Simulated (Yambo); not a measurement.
# SrCl2 (Fm-3m) in Yambo: convergence with bands in self energy

Aim: find how far bands in self energy must go before the results for SrCl2 settle, at LDA. This setting moves, with any that are tied to it; all else stays.

Everything below comes from runs of Yambo 5.3.0. Logs are shortened: lines on timing, memory, paths and dates and some standing lists are left out, and cuts for length are marked.

## (1) The crystal as given

Symmetry: Fm-3m, No. 225, cubic system. Conventional cell: a = 6.977 Å, b = 6.977 Å, c = 6.977 Å, α = 90.00°, β = 90.00°, γ = 90.00°. Around Sr (site symmetry m-3m) lie 8 Cl at 3.02 Å. Cl (site symmetry -43m) is surrounded by 4 Sr at 3.02 Å.

## (2) With bands in self energy 32

Contents of g0w03.in:

```
gw0
dyson
el_el_corr
rim_cut
HF_and_locXC
ppa
em1d
RandQpts= 1000000
RandGvec= 50 RL
EXXRLvcs= 68 Ry
VXCRLvcs= 68 Ry
Chimod= "HARTREE"
% BndsRnXp
 1 | 132 |
%
NGsBlkXp= 5 Ry
% LongDrXp
 1 | 1 | 1 |
%
PPAPntXp= 27.21138 eV
% GbndRnge
 1 | 32 |
%
GTermKind= "none"
DysSolver= "n"
ExtendOut
% QPkrange
 1 | 1 | 12 | 13 |
 7 | 7 | 12 | 13 |
%
```

Contents of scf.in:

```
&CONTROL
  calculation = 'scf'
  prefix = 'pwscf'
  outdir = './tmp'
  pseudo_dir = './pseudo'
/
&SYSTEM
  ibrav = 0
  nat = 3
  ntyp = 2
  ecutwfc = 68
  nbnd = 19
  occupations = 'smearing'
  smearing = 'fd'
  degauss = 0.00367493
  force_symmorphic = .true.
/
&ELECTRONS
  conv_thr = 6d-10
  electron_maxstep = 120
  mixing_beta = 0.5
/
ATOMIC_SPECIES
Sr    87.6200 Sr.upf
Cl    35.4500 Cl.upf
CELL_PARAMETERS bohr
   0.0000000000    6.5920261268    6.5920261268
   6.5920261268    0.0000000000    6.5920261268
   6.5920261268    6.5920261268    0.0000000000
ATOMIC_POSITIONS bohr
Sr     0.0000000000    0.0000000000    0.0000000000
Cl     9.8880391903    9.8880391903    9.8880391903
Cl     3.2960130634    3.2960130634    3.2960130634
K_POINTS automatic
8 8 8 0 0 0
```

Contents of nscf.in:

```
&CONTROL
  calculation = 'nscf'
  prefix = 'pwscf'
  outdir = './tmp'
  pseudo_dir = './pseudo'
/
&SYSTEM
  ibrav = 0
  nat = 3
  ntyp = 2
  ecutwfc = 68
  nbnd = 132
  occupations = 'fixed'
  force_symmorphic = .true.
/
&ELECTRONS
  conv_thr = 1d-08
  diago_full_acc = .true.
  diago_thr_init = 1d-06
/
ATOMIC_SPECIES
Sr    87.6200 Sr.upf
Cl    35.4500 Cl.upf
CELL_PARAMETERS bohr
   0.0000000000    6.5920261268    6.5920261268
   6.5920261268    0.0000000000    6.5920261268
   6.5920261268    6.5920261268    0.0000000000
ATOMIC_POSITIONS bohr
Sr     0.0000000000    0.0000000000    0.0000000000
Cl     9.8880391903    9.8880391903    9.8880391903
Cl     3.2960130634    3.2960130634    3.2960130634
K_POINTS automatic
4 4 4 0 0 0
```

Potentials or basis: PseudoDojo 0.4.1 SR LDA standard.

Command:

```sh
OMP_NUM_THREADS=1 pw.x -in scf.in > scf.out
OMP_NUM_THREADS=1 pw.x -in nscf.in > nscf.out
cd tmp/pwscf.save; p2y; mv SAVE ../..; cd ../..
OMP_NUM_THREADS=1 yambo
mkdir -p g0w03; ln -s $PWD/g0w00/ndb.pp* g0w03/
mkdir -p g0w03; ln -s $PWD/g0w00/ndb.RIM g0w03/
OMP_NUM_THREADS=1 yambo -F g0w03.in -J g0w03 -C g0w03_out
```

Results (log left out):

```yaml
Band_gap_on_the_k_mesh_mean-field_level: 4.88 eV, indirect (least direct gap 5.16 eV)
Quasiparticle_gap: 7.30 eV
Least_direct_quasiparticle_gap: 7.72 eV
Quasiparticle_gap_at_Γ: 7.72 eV
Band_gap_of_the_same_states_before_the_correction: 4.88 eV
```

## (3) With bands in self energy 52

Contents of g0w04.in:

```
gw0
dyson
el_el_corr
rim_cut
HF_and_locXC
ppa
em1d
RandQpts= 1000000
RandGvec= 50 RL
EXXRLvcs= 68 Ry
VXCRLvcs= 68 Ry
Chimod= "HARTREE"
% BndsRnXp
 1 | 132 |
%
NGsBlkXp= 5 Ry
% LongDrXp
 1 | 1 | 1 |
%
PPAPntXp= 27.21138 eV
% GbndRnge
 1 | 52 |
%
GTermKind= "none"
DysSolver= "n"
ExtendOut
% QPkrange
 1 | 1 | 12 | 13 |
 7 | 7 | 12 | 13 |
%
```

scf.in is that of step 2.

nscf.in is that of step 2.

Potentials or basis: PseudoDojo 0.4.1 SR LDA standard.

Command:

```sh
OMP_NUM_THREADS=1 pw.x -in scf.in > scf.out
OMP_NUM_THREADS=1 pw.x -in nscf.in > nscf.out
cd tmp/pwscf.save; p2y; mv SAVE ../..; cd ../..
OMP_NUM_THREADS=1 yambo
mkdir -p g0w04; ln -s $PWD/g0w00/ndb.pp* g0w04/
mkdir -p g0w04; ln -s $PWD/g0w00/ndb.RIM g0w04/
OMP_NUM_THREADS=1 yambo -F g0w04.in -J g0w04 -C g0w04_out
```

It converged, with:

| Quantity | Value |
| --- | --- |
| Band gap on the k mesh, mean-field level | 4.88 eV, indirect (least direct gap 5.16 eV) |
| Quasiparticle gap | 7.40 eV |
| Least direct quasiparticle gap | 7.80 eV |
| Quasiparticle gap at Γ | 7.80 eV |
| Band gap of the same states before the correction | 4.88 eV |

## (4) With bands in self energy 92

Contents of g0w05.in:

```
gw0
dyson
el_el_corr
rim_cut
HF_and_locXC
ppa
em1d
RandQpts= 1000000
RandGvec= 50 RL
EXXRLvcs= 68 Ry
VXCRLvcs= 68 Ry
Chimod= "HARTREE"
% BndsRnXp
 1 | 132 |
%
NGsBlkXp= 5 Ry
% LongDrXp
 1 | 1 | 1 |
%
PPAPntXp= 27.21138 eV
% GbndRnge
 1 | 92 |
%
GTermKind= "none"
DysSolver= "n"
ExtendOut
% QPkrange
 1 | 1 | 12 | 13 |
 7 | 7 | 12 | 13 |
%
```

scf.in is that of step 3.

nscf.in is that of step 3.

Command:

```sh
OMP_NUM_THREADS=1 pw.x -in scf.in > scf.out
OMP_NUM_THREADS=1 pw.x -in nscf.in > nscf.out
cd tmp/pwscf.save; p2y; mv SAVE ../..; cd ../..
OMP_NUM_THREADS=1 yambo
mkdir -p g0w05; ln -s $PWD/g0w00/ndb.pp* g0w05/
mkdir -p g0w05; ln -s $PWD/g0w00/ndb.RIM g0w05/
OMP_NUM_THREADS=1 yambo -F g0w05.in -J g0w05 -C g0w05_out
```

Results (log left out):

| Quantity | Value |
| --- | --- |
| Band gap on the k mesh, mean-field level | 4.88 eV, indirect (least direct gap 5.16 eV) |
| Quasiparticle gap | 7.45 eV |
| Least direct quasiparticle gap | 7.84 eV |
| Quasiparticle gap at Γ | 7.84 eV |
| Band gap of the same states before the correction | 4.88 eV |

## (5) With bands in self energy 132

Contents of g0w01.in:

```
gw0
dyson
el_el_corr
rim_cut
HF_and_locXC
ppa
em1d
RandQpts= 1000000
RandGvec= 50 RL
EXXRLvcs= 68 Ry
VXCRLvcs= 68 Ry
Chimod= "HARTREE"
% BndsRnXp
 1 | 132 |
%
NGsBlkXp= 5 Ry
% LongDrXp
 1 | 1 | 1 |
%
PPAPntXp= 27.21138 eV
% GbndRnge
 1 | 132 |
%
GTermKind= "none"
DysSolver= "n"
ExtendOut
% QPkrange
 1 | 1 | 12 | 13 |
 7 | 7 | 12 | 13 |
%
```

scf.in is that of step 4.

nscf.in is that of step 4.

Potentials or basis: PseudoDojo 0.4.1 SR LDA standard.

Command:

```sh
OMP_NUM_THREADS=1 pw.x -in scf.in > scf.out
OMP_NUM_THREADS=1 pw.x -in nscf.in > nscf.out
cd tmp/pwscf.save; p2y; mv SAVE ../..; cd ../..
OMP_NUM_THREADS=1 yambo
mkdir -p g0w01; ln -s $PWD/g0w00/ndb.pp* g0w01/
mkdir -p g0w01; ln -s $PWD/g0w00/ndb.RIM g0w01/
OMP_NUM_THREADS=1 yambo -F g0w01.in -J g0w01 -C g0w01_out
```

Yambo's report:

```text
[... sections 02.01 to 02.04 as in the set-up run ...]

  [02.05] Energies & Occupations
  ==============================

  [X] === General ===
  [X] Electronic Temperature                        :  0.000000  0.000000 [eV K]
  [X] Bosonic    Temperature                        :  0.000000  0.000000 [eV K]
  [X] Finite Temperature mode                       : no
  [X] El. density                                   :  0.28270E+24 [cm-3]
  [X] Fermi Level                                   :  2.900531 [eV]

  [X] === Gaps and Widths ===
  [X] Conduction Band Min                           :  4.881168 [eV]
  [X] Valence Band Max                              :  0.000000 [eV]
  [X] Filled Bands                                  :  12
  [X] Empty Bands                                   :   13  132
  [X] Direct Gap                                    :  5.159045 [eV]
  [X] Direct Gap localized at k                     :   7
  [X] Indirect Gap                                  :  4.881168 [eV]
  [X] Indirect Gap between kpts                     :   7   1
  [X] Last valence band width                       :  1.074214 [eV]
  [X] 1st conduction band width                     :  1.586611 [eV]

 [03] Transferred momenta grid and indexing
 ==========================================

 IBZ Q-points                                      :   8
 BZ  Q-points                                      :   64

 K/Q-points units:
 rlu = crystal or reduced units; cc = cartesian coordinates; iku = interal k-units

 Q [1]          [rlu]:  0.000000  0.000000  0.000000
 Q [2]          [rlu]:  0.47449E-17  0.47449E-17  0.25000
 Q [3]          [rlu]: -0.94898E-17 -0.94898E-17 -0.50000
 Q [4]          [rlu]: -0.10561E-17  0.25000      0.25000
 Q [5]          [rlu]: -0.98150E-17  0.25000      0.50000
 Q [6]          [rlu]: -0.94898E-17  0.25000     -0.25000
[... 131 lines left out ...]
   :: Mean rel dev of PP cond     :  0.230090

  [08.02] QP properties and I/O
  =============================

  Legend (energies in eV)
  - B  : Band       - Eo  : bare energy
  - E  : QP energy  - Z   : Renormalization factor
  - So : Sc(Eo)     - S   : Sc(E)
  - dSp: Sc derivative precision

  - lXC: Local XC (Slater exchange(X)+Perdew & Wang(C))
  -nlXC: non-Local XC (Hartree-Fock)

  QP [eV] @ K [1] (iku):  0.000000  0.000000  0.000000
   B=12 Eo= -0.35 E= -2.01 E-Eo= -1.66 Re(Z)=0.81 Im(Z)=-0.119804E-2 nlXC= -18.7646 lXC= -14.3056 So=  2.40872
   B=13 Eo=  4.88 E=  5.85 E-Eo=  0.96 Re(Z)=0.86 Im(Z)=-0.940305E-3 nlXC= -3.95259 lXC= -8.35458 So= -3.28202

  QP [eV] @ K [7] (iku): -0.500000  0.000000  0.000000
   B=12 Eo=  0.00 E= -1.62 E-Eo= -1.62 Re(Z)=0.81 Im(Z)=-0.118509E-2 nlXC= -18.9993 lXC= -14.6228 So=  2.37626
   B=13 Eo=  5.16 E=  6.39 E-Eo=  1.23 Re(Z)=0.86 Im(Z)=-0.961980E-3 nlXC= -4.14180 lXC= -8.84416 So= -3.27069

  [WR./g0w01//ndb.QP]-------------------------------------------------------------
   Lattice constants                                :  6.592026  6.592026  6.592026
   Coulomb cutoff potential                         : none
   Electronic Temperature                           :  0.000000 [K]
   Bosonic    Temperature                           :  0.000000 [K]
   Green`s function   energies                      : Slater exchange(X)+Perdew & Wang(C)
   wavefunctions                                    : Slater exchange(X)+Perdew & Wang(C)
   PPA    diel. fun.  energies                      : Slater exchange(X)+Perdew & Wang(C)
   wavefunctions                                    : Slater exchange(X)+Perdew & Wang(C)
   QP tot states                                    :   4
   GW solver                                        : Newton
   GW approximation                                 : PPA
   PPA imaginary Energy                             :  27.21138 ev
   RIM G`s                                          :   51
   RIM random pts                                   :  1000000
   dS/dw steps                                      :  2
   dS/dw step                                       :  0.100000 ev
   X G`s                                            :  137 used
   X G`s                                            :  137 disk
   X bands                                          :    1  132
   X poles                                          :  100.0000 o/o
   X e/h E range                                    : -1.000000 -1.000000 ev
   X Hxc Kernel                                     : HARTREE
   X BZ energy Double Grid                          : no
   X Optical Averaged directions                    : none
   Sc/G bands                                       :    1  132
   Sc/G damping                                     :  0.100000 ev
   Sc bands terminator                              : no
   Sx RL components                                 :   5577

   QP @ state[ 1 ] K range                          :  1  1
   QP @ state[ 1 ] b range                          :  12  13
   QP @ state[ 2 ] K range                          :   7   7
   QP @ state[ 2 ] b range                          :  12  13
   GF energies kind                                 : Slater exchange(X)+Perdew & Wang(C)
   GF WF`s kind                                     : Slater exchange(X)+Perdew & Wang(C)
   Xs energies kind                                 : Slater exchange(X)+Perdew & Wang(C)
   Xs WF`s kind                                     : Slater exchange(X)+Perdew & Wang(C)
```

o-g0w01.qp:

```text
# GW solver                                       : Newton
# GW approximation                                : PPA
# PPA imaginary Energy                            :   27.2113800    [ev]
[... 33 lines left out ...]
         7                 12                 0.000000          -1.623196          -1.623196          -14.62277          -18.99931           2.376259           2.753347          -6.321134           0.811491          -0.001185           13.55962           48.54205
         7                 13                 5.159045           6.390101           1.231056          -8.844162          -4.141795          -3.270693          -3.471310          -4.434102           0.859881          -0.961980E-3       -12.48285           52.72931
#
```

Results:

* Band gap on the k mesh, mean-field level: 4.88 eV, indirect (least direct gap 5.16 eV)
* Quasiparticle gap: 7.47 eV
* Least direct quasiparticle gap: 7.85 eV
* Quasiparticle gap at Γ: 7.85 eV
* Band gap of the same states before the correction: 4.88 eV

## (6) Summary

| bands in self energy | quasiparticle gap at the points computed (eV) |
| --- | --- |
| 32 | 7.304 |
| 52 | 7.403 |
| 92 | 7.449 |
| 132 | 7.469 |

Against the tightest run, the quasiparticle gap at the points computed stays within 0.05 eV from 92 on. The tightest run that finished is the yardstick and may itself not be fully converged.

Caveats: this version prints the column dSc/dw multiplied by 27.2.
